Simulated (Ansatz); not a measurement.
Rocksalt NaF, relaxed with r2SCAN in the plane-wave code Ansatz: the symmetry is Fm-3m (No. 225, cubic); a = 4.594 Å in the conventional setting, 12.12 Å³ an atom. Around Na lie 6 F at 2.30 Å; around F lie 6 Na at 2.30 Å. It was then strained (uniaxial along [111], other directions held), atoms relaxed again within the symmetry left. Unstrained, HSE06 gives 8.635 eV (Γ, 6×6×6 mesh), and the band edges keep their places in every row. Only one sign of strain is shown, since it lowers the symmetry, and equivalent edge states can then move with another slope on the other side. Stress is positive in compression. Calculated for a static, non-magnetic cell.

Axes as in this cell:
```
CELL_PARAMETERS angstrom
0.00000 2.29717 2.29717
2.29717 0.00000 2.29717
2.29717 2.29717 0.00000
ATOMIC_POSITIONS crystal
Na 0.00000 0.00000 0.00000
F 0.50000 0.50000 0.50000
```

```
strain (%)        ε  ΔE_g, HSE06 (eV)  Δmean stress, r2SCAN (GPa)
     +1.54  +0.0154            -0.108                       -0.81
      +3.0  +0.0300            -0.211                       -1.51
     +3.31  +0.0331            -0.232                       -1.66
```

Question: Fit ΔE_g = a x + b x² to these rows by least squares, with x = ε.

Answer: The normal equations take Σx² = 2.233e-03, Σx³ = 6.692e-05, Σx⁴ = 2.067e-06, ΣxΔE = -1.567e-02 and Σx²ΔE = -4.697e-04, and give a = -7.03 eV, b = +0.2 eV; the largest residual is 0.000 eV.

Question: Fit the change of mean stress in the same way.

Answer: Δmean stress = -54.6 x + (138) x² GPa. The volume strain equals ε here, so in a cubic crystal the slope, 55 GPa, is the bulk modulus.

Question: Predict the withheld row at +2.54 % (x = +0.0254).

Answer: ΔE_g ≈ -7.03 × (+0.0254) + (0.2) × (+0.0254)² = -0.178 eV, and Δmean stress ≈ -1.30 GPa. The runs give -0.178 eV and -1.30 GPa, off by 0.000 eV and 0.00 GPa.
